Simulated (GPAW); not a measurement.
# NiO (Fm-3m) in GPAW: single point with LDA

Aim: the single point of NiO with LDA.

Everything below comes from runs of GPAW 26.7.0. Logs are shortened: lines on timing, memory, paths and dates and some standing lists are left out, and cuts for length are marked. The log counts tension as positive stress, the text compression.

### Step 1. The structure

Symmetry: Fm-3m, No. 225, cubic system. Conventional cell: a = 4.183 Å, b = 4.183 Å, c = 4.183 Å, α = 90.00°, β = 90.00°, γ = 90.00°. Ni (site symmetry m-3m) has 6 O at 2.09 Å as nearest neighbours. O (site symmetry m-3m) has 6 Ni at 2.09 Å as nearest neighbours.

### Step 2. Single point, LDA, collinear spin, ferromagnetic start

Input file run.py:

```python
from ase.dft.bandgap import bandgap
from ase.io import read, write
from ase.units import GPa
from gpaw import GPAW, PW

atoms = read('NiO.xyz')
atoms.set_initial_magnetic_moments([3.0, 0.0])

calc = GPAW(mode=PW(800),
            xc='LDA',
            kpts={'size': (8, 8, 8), 'gamma': True},
            occupations={'name': 'methfessel-paxton', 'order': 0, 'width': 0.05, 'fixmagmom': True},
            nbands=22,
            convergence={'density': 1e-05, 'energy': 1e-05},
            maxiter=150,
            txt='gpaw.txt')
atoms.calc = calc
energy = atoms.get_potential_energy()
forces = atoms.get_forces()
stress = atoms.get_stress()
calc.write('gs.gpw')
write('result.traj', atoms)
print(f'Energy: {energy:.6f} eV')
print('Forces (eV/A):')
print(forces.round(4))
print('Stress (GPa):', (stress / GPa).round(3))
print('Moments:', calc.get_magnetic_moments().round(3))
print('Fermi levels:', calc.get_fermi_levels().round(4), 'eV')
```

Input file NiO.xyz:

```xyz
2
Lattice="0.0000000000 2.0913095100 2.0913095100 2.0913095100 0.0000000000 2.0913095100 2.0913095100 2.0913095100 0.0000000000" Properties=species:S:1:pos:R:3 pbc="T T T"
Ni     0.0000000000      0.0000000000      0.0000000000
O      2.0913095100      2.0913095100      2.0913095100
```

Potentials or basis: the program's PAW data sets (release 1.2.1) made for this functional, pw.

The run is started by

```
> OMP_NUM_THREADS=1 python run.py
```

gpaw.txt:

```text
__  _  _
 | _ |_)|_||  |
 |__||  | ||/\| - 26.7.0

Input parameters:
  mode=PW(ecut=800.0),
  convergence={'density': 1e-05, 'energy': 1e-05},
  kpts=MonkhorstPack(size=(8, 8, 8), gamma=True),
  maxiter=150,
  nbands=22,
  occupations=Occupations(name='methfessel-paxton', order=0, width=0.05, fixmagmom=True),
  xc=XC(name='LDA')

Diagonalizing LCAO Hamiltonian
Converting LCAO to pw mode

              O

       Ni

Atoms  # Å, Bohr magnetons
|   | symbol |        x |        y |        z |    initial magnetic moments |
|---|--------|----------|----------|----------|-----------------------------|
| 0 |     Ni | 0.000000 | 0.000000 | 0.000000 | ( 0.0000,  0.0000,  3.0000) |
| 1 |      O | 2.091310 | 2.091310 | 2.091310 | ( 0.0000,  0.0000,  0.0000) |

Unit cell  # Å
| periodic |        x |        y |        z |  lengths |    angles |
|----------|----------|----------|----------|----------|-----------|
|      yes | 0.000000 | 2.091310 | 2.091310 | 2.957558 | 60.000000 |
|      yes | 2.091310 | 0.000000 | 2.091310 | 2.957558 | 60.000000 |
|      yes | 2.091310 | 2.091310 | 0.000000 | 2.957558 | 60.000000 |

Number of symmetries: 48
Symmetry operations  # r_c * U_cc + t_c -> r_c
|    | kind |            matrix            |
|----|------|------------------------------|
|  0 |  σ   |  1, 0, 0,  1, 0,-1,  1,-1, 0 |
|  1 |  C2  |  1, 0, 0,  1,-1, 0,  1, 0,-1 |
|  2 |  E   |  1, 0, 0,  0, 1, 0,  0, 0, 1 |
|  3 |  σ   |  1, 0, 0,  0, 0, 1,  0, 1, 0 |
|  4 |  C4  |  1, 0,-1,  1, 0, 0,  1,-1, 0 |
|  5 |  S6  |  1, 0,-1,  1,-1, 0,  1, 0, 0 |
|  6 |  σ   |  1, 0,-1,  0, 1,-1,  0, 0,-1 |
|  7 |  C3  |  1, 0,-1,  0, 0,-1,  0, 1,-1 |
|  8 |  S6  |  1,-1, 0,  1, 0, 0,  1, 0,-1 |
|  9 |  C4  |  1,-1, 0,  1, 0,-1,  1, 0, 0 |
| 10 |  C3  |  1,-1, 0,  0,-1, 1,  0,-1, 0 |
| 11 |  σ   |  1,-1, 0,  0,-1, 0,  0,-1, 1 |
| 12 |  σ   |  0, 1, 0,  1, 0, 0,  0, 0, 1 |
| 13 |  C4  |  0, 1, 0,  0, 1,-1, -1, 1, 0 |
| 14 |  C3  |  0, 1, 0,  0, 0, 1,  1, 0, 0 |
| 15 |  S6  |  0, 1, 0, -1, 1, 0,  0, 1,-1 |
| 16 |  C2  |  0, 1,-1,  1, 0,-1,  0, 0,-1 |
| 17 |  σ   |  0, 1,-1,  0, 1, 0, -1, 1, 0 |
| 18 |  S4  |  0, 1,-1,  0, 0,-1,  1, 0,-1 |
| 19 |  C4  |  0, 1,-1, -1, 1, 0,  0, 1, 0 |
| 20 |  C3  |  0, 0, 1,  1, 0, 0,  0, 1, 0 |
| 21 |  σ   |  0, 0, 1,  0, 1, 0,  1, 0, 0 |
| 22 |  S6  |  0, 0, 1,  0,-1, 1, -1, 0, 1 |
| 23 |  C4  |  0, 0, 1, -1, 0, 1,  0,-1, 1 |
| 24 |  S4  |  0, 0,-1,  1, 0,-1,  0, 1,-1 |
| 25 |  C3  |  0, 0,-1,  0, 1,-1,  1, 0,-1 |
| 26 |  C2  |  0, 0,-1,  0,-1, 0, -1, 0, 0 |
| 27 |  S6  |  0, 0,-1, -1, 0, 0,  0,-1, 0 |
| 28 |  S4  |  0,-1, 1,  1,-1, 0,  0,-1, 0 |
| 29 |  C4  |  0,-1, 1,  0, 0, 1, -1, 0, 1 |
| 30 |  C2  |  0,-1, 1,  0,-1, 0,  1,-1, 0 |
| 31 |  σ   |  0,-1, 1, -1, 0, 1,  0, 0, 1 |
| 32 |  C3  |  0,-1, 0,  1,-1, 0,  0,-1, 1 |
| 33 |  S6  |  0,-1, 0,  0, 0,-1, -1, 0, 0 |
| 34 |  S4  |  0,-1, 0,  0,-1, 1,  1,-1, 0 |
| 35 |  C2  |  0,-1, 0, -1, 0, 0,  0, 0,-1 |
| 36 |  C2  | -1, 1, 0,  0, 1, 0,  0, 1,-1 |
| 37 |  S6  | -1, 1, 0,  0, 1,-1,  0, 1, 0 |
| 38 |  S4  | -1, 1, 0, -1, 0, 1, -1, 0, 0 |
| 39 |  C3  | -1, 1, 0, -1, 0, 0, -1, 0, 1 |
| 40 |  S6  | -1, 0, 1,  0, 0, 1,  0,-1, 1 |
| 41 |  C2  | -1, 0, 1,  0,-1, 1,  0, 0, 1 |
| 42 |  C3  | -1, 0, 1, -1, 1, 0, -1, 0, 0 |
| 43 |  S4  | -1, 0, 1, -1, 0, 0, -1, 1, 0 |
| 44 |  C2  | -1, 0, 0,  0, 0,-1,  0,-1, 0 |
| 45 |  i   | -1, 0, 0,  0,-1, 0,  0, 0,-1 |
| 46 |  σ   | -1, 0, 0, -1, 1, 0, -1, 0, 1 |
| 47 |  C2  | -1, 0, 0, -1, 0, 1, -1, 1, 0 |

BZ-sampling:
  Number of BZ points: 512
  Number of IBZ points: 29

  Monkhorst-Pack size: [8, 8, 8]
  Monkhorst-Pack shift: [0.0625, 0.0625, 0.0625]

K-points  # in reciprocal-cell coordinates
|     |                                coordinates |     weight |
|-----|--------------------------------------------|------------|
|   0 | (  0.00000000,   0.00000000,   0.00000000) | 0.00195312 |
|   1 | (  0.12500000,   0.12500000,   0.00000000) | 0.01171875 |
|   2 | (  0.12500000,   0.12500000,   0.12500000) | 0.01562500 |
|   3 | (  0.25000000,   0.12500000,   0.12500000) | 0.02343750 |
|   4 | (  0.25000000,   0.25000000,   0.00000000) | 0.01171875 |
|   5 | (  0.25000000,   0.25000000,   0.12500000) | 0.04687500 |
|   6 | (  0.25000000,   0.25000000,   0.25000000) | 0.01562500 |
|   7 | (  0.37500000,   0.25000000,  -0.37500000) | 0.04687500 |
|   8 | (  0.37500000,   0.25000000,   0.12500000) | 0.04687500 |
|   9 | (  0.37500000,   0.25000000,   0.25000000) | 0.04687500 |
| ... |                                            |            |
|  28 | (  0.50000000,   0.50000000,   0.50000000) | 0.00781250 |

Plane wave coefficients: 960
Cutoff: 800.0 eV

Spin-components: 2 (collinear spins)
Bands:           22
Projectors:      11
Spin-degeneracy: 1
Datatype:        complex128

Parallelization:
  kpt:    1
  domain: 1
  band:   1

Density:
  Valence electrons: 22.0
  Components: 2
  Grid points: [20 20 20]
  Charge: 0.0  # |e|

Potential:
  Grid points: [20 20 20]

species:
  Ni:
    name:    Nickel
    Z:       28.0
    valence: 16
    core:    12
    charge:  0.0  # [|e|]
    compensation charges:
      type: gauss
      rc: 0.36  # [Å]
      lmax: 2
    cutoffs:
      filter: 2.14  # [Å]
      core: 1.98  # [Å]
    projectors
    | kind |    occ | energy [eV] | rcut [Å] |
    |------|--------|-------------|----------|
    |   4s |  2.000 |      -5.858 |    1.164 |
    |   3p |  6.000 |     -71.266 |    1.207 |
    |   4p |  0.000 |      -1.338 |    1.207 |
    |   3d |  8.000 |      -9.141 |    1.138 |
    |    s |        |      21.353 |    1.164 |
    |    d |        |      18.071 |    1.138 |

    Using partial waves for Ni as LCAO basis

  O:
    name:    Oxygen
    Z:       8.0
    valence: 6
    core:    2
    charge:  0.0  # [|e|]
    compensation charges:
      type: gauss
      rc: 0.21  # [Å]
      lmax: 2
    cutoffs:
      filter: 1.17  # [Å]
      core: 0.83  # [Å]
    projectors
    | kind |    occ | energy [eV] | rcut [Å] |
    |------|--------|-------------|----------|
    |   2s |  2.000 |     -23.752 |    0.688 |
    |   2p |  4.000 |      -9.195 |    0.598 |
    |    s |        |       3.459 |    0.688 |
    |    p |        |      18.016 |    0.598 |
    |    d |        |       0.000 |    0.619 |

    Using partial waves for O as LCAO basis

Reference energy: -43328.503938  # eV

eigensolver:
  PPCG
  Converge bands: occupied
  niter=2

density mixing:
  MSR1-Mixer
  Pratt-step length: 0.05
  Maximum mixing coefficient: 0.75
  Old densities: 10
  SVD Regularization: 0.005
  Good broyden scale: 1.0
  Trust region scale: 1.0
  Backstep threshold: 4.0
  History deletion threshold: 6.0
  Fourier metric: weight=20.0, sigma=0.015

occupation numbers:
  Fixed magnetic moment: 3.000
  Methfessel-Paxton:
    width: 0.0500  # eV
    order: 0

poisson solver:
  ecut: 6400.0  # eV

xc functional:
  name: None

convergence criteria:
- Maximum integral of absolute [dens]ity change: 1e-05 electrons / valence electron
- Maximum [total energy] change in last 3 cyles: 1e-05 eV / valence electron
- Maximum integral of absolute [eigenst]ate change: 4e-08 eV^2 / valence electron
maximum number of iterations: 150

SCF iterations
|iter     | |      energy | eigst |  dens |  magmom |
|---------|-|-------------|-------|-------|---------|
|iter:   1| |  -17.591435 | +0.13 |       |  +2.9459|
|iter:   2| |  -14.331230 | -2.19 | -0.50 |  +2.9486|
|iter:   3| |  -12.286560 | -2.12 | -0.69 |  +2.9592|
|iter:   4| |  -12.055249 | -2.71 | -1.13 |  +2.9702|
|iter:   5| |  -12.071542 | -3.13 | -1.32 |  +2.9839|
|iter:   6| |  -12.108515 | -3.39 | -1.58 |  +3.0002|
|iter:   7| |  -12.110030 | -4.79 | -2.37 |  +3.0014|
|iter:   8| |  -12.110084 | -5.94 | -2.86 |  +3.0002|
|iter:   9| |  -12.110082c| -7.53c| -3.81 |  +3.0001|
|iter:  10| |  -12.110083c| -8.14c| -4.08 |  +3.0000|
|iter:  11| |  -12.110083c| -8.97c| -4.41 |  +3.0000|
|iter:  12| |  -12.110083c| -8.85c| -5.22c|  +3.0000|

Converged in 12 steps
Energy contributions relative to reference atoms: (reference = -43328.503938)

Energy contributions:
  Kinetic:          22.373349
  Coulomb:         -17.624555
  Zero:              0.222607
  External:          0.000000
  Xc:              -17.078823
  Entropy:          -0.005322
  Spinorbit:         0.000000
  ----------------------------
  Free energy:     -12.112745
  Extrapolated:    -12.110083

dipole moment: (-8.735450, -8.735450, -8.735450)  # |e|*Ang

Total magnetic moment: (0.000000, 0.000000, 2.999999)

Local magnetic moments
|        x |        y |        z |
|----------|----------|----------|
| 0.000000 | 0.000000 | 2.017823 |  # Ni   0
| 0.000000 | 0.000000 | 0.567903 |  # O    1

Fermi levels: 13.828, 6.476
Eigenvalues  # (at kpt = [0.000, 0.000, 0.000])
| band index |      eig [eV] | occ [0-1] |      eig [eV] | occ [0-1] |
|------------|---------------|-----------|---------------|-----------|
|          0 |       -58.130 |     1.000 |       -55.959 |     1.000 |
|        ... |               |           |               |           |
|          5 |         3.538 |     1.000 |         5.273 |     1.000 |
|          6 |         3.651 |     1.000 |         5.273 |     1.000 |
|          7 |         3.651 |     1.000 |         5.435 |     1.000 |
|          8 |         3.651 |     1.000 |         5.435 |     1.000 |
|          9 |         4.067 |     1.000 |         5.435 |     1.000 |
|         10 |         4.067 |     1.000 |         5.848 |     1.000 |
|         11 |         4.067 |     1.000 |         5.848 |     1.000 |
|         12 |         8.526 |     1.000 |         9.577 |     0.000 |
|         13 |        24.855 |     0.000 |        25.461 |     0.000 |
|         14 |        25.726 |     0.000 |        26.549 |     0.000 |
|         15 |        25.726 |     0.000 |        26.549 |     0.000 |
|         16 |        25.726 |     0.000 |        26.549 |     0.000 |
|         17 |        28.654 |     0.000 |        29.588 |     0.000 |
|         18 |        28.654 |     0.000 |        29.588 |     0.000 |
|         19 |        28.654 |     0.000 |        29.588 |     0.000 |
|        ... |               |           |               |           |
|         21 |        32.564 |     0.000 |        33.534 |     0.000 |

No gap
No difference between direct/indirect transitions

Forces  # eV/Ang
|        x |       y |       z |
|----------|---------|---------|
| -0.00000 | 0.00000 | 0.00000 |  # Ni   0
|  0.00000 | 0.00000 | 0.00000 |  # O    1

Stress tensor  # eV/Ang^3
|         x |         y |         z |
|-----------|-----------|-----------|
| -0.118366 | -0.000000 |  0.000000 |
| -0.000000 | -0.118366 |  0.000000 |
|  0.000000 |  0.000000 | -0.118366 |

# Writing to gs.gpw (mode='')
```

Wall time 15 s (1 thread of Intel Xeon 6975P-C (Granite Rapids), shared host); peak memory 0.16 GiB.

What came out:

* Free energy: -12.1127 eV
* Pressure: 19.0 GPa
* Net moment: 3.00 μB per cell
* Site moments: Ni +2.02; O +0.57 μB

Caveat: the gap line of the log is wrong at fixed moment; the stock nickel data set gives pressures a few GPa off other programs; the total moment is fixed, so each spin has its own Fermi level; a cell with one magnetic atom can't hold antiferromagnetic order, which such compounds often take.
